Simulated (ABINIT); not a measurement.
The system is Ti.

```xyz
3
Lattice="4.5674 0.0000 0.0000 -2.2837 3.9555 0.0000 0.0000 0.0000 2.8262" Properties=species:S:1:pos:R:3 pbc="T T T"
Ti    2.2837    1.3185    1.4131
Ti    0.0000    2.6370    1.4131
Ti    0.0000    0.0000    0.0000
```

This isn't the form of Ti at room conditions, which is hcp.

Base run:

```yaml
Program: ABINIT 10.8.3 (patched build)
Functional: SCAN
Potentials_or_basis: JTH PAW PBE v2.0
Cutoff: 490 eV
k_mesh: 7 × 7 × 9
Occupations: fermi-dirac, width 0.05 eV
Spin: no spin polarisation
```

Its results: band gap on the k mesh none (metal or under the smearing width); pressure -1.4 GPa.

Task: The run is repeated on the same cell with these changes: functional from SCAN to AM05. What comes out?

Result: Band gap on the k mesh none (metal or under the smearing width); pressure -3.2 GPa.

Caveats: the PAW data sets were made with another functional, which shifts forces and pressure a little.
